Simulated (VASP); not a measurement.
SnSe: single point with PBE

SnSe, a slab with vacuum:

```
Sn Se
1.0
     4.31000    0.00000    0.00000
     0.00000    4.31800    0.00000
     0.00000    0.00000   23.89580
Sn Se
4 4
Direct
  0.50000 0.25000 0.31386
  0.00000 0.75000 0.44122
  0.00000 0.25000 0.55878
  0.50000 0.75000 0.68614
  0.00000 0.75000 0.32562
  0.50000 0.25000 0.42946
  0.50000 0.75000 0.57054
  0.00000 0.25000 0.67438
```

| Property | Result |
| --- | --- |
| Program | VASP 6.6.1 |
| Task | single point |
| Functional | PBE |
| Potentials or basis | VASP PAW PBE potentials, release 54 (Sn, Se) |
| Cutoff | 600 eV |
| k mesh | 5 × 5 × 1 |
| Occupations | fermi-dirac, width 0.05 eV |
| Spin | no spin polarisation |
| Dipole correction | yes |
| Further INCAR settings | ALGO = Normal; EDIFF = 1e-07; NBANDS = 30 |

The largest force is 0.335 eV/Å. The band gap on the k mesh is 0.87 eV, indirect (least direct gap 0.95 eV).

Forces in eV/Å, atoms in the order of the input:
```
Sn   0.000  0.000  0.335
Sn   0.000  0.000 -0.298
Sn   0.000  0.000  0.298
Sn   0.000  0.000 -0.335
Se   0.000  0.000  0.004
Se   0.000  0.000 -0.163
Se   0.000  0.000  0.163
Se   0.000  0.000 -0.004
```

Levels at points of the mesh, in eV from the valence-band top:
| k point | band 18 | band 19 | band 20 | band 21 | band 22 | band 23 |
| --- | --- | --- | --- | --- | --- | --- |
| (0.00, 0.00, 0.00) | -1.52 | -0.33 | -0.33 | 0.89 | 2.52 | 3.60 |

It took 5.6 min on 1 thread of AMD EPYC 7R43 64-Core Processor (Zen 3) (shared host), peak memory 0.54 GiB.

Caveat: spin-orbit coupling is left out, which moves the levels of the heavy elements.
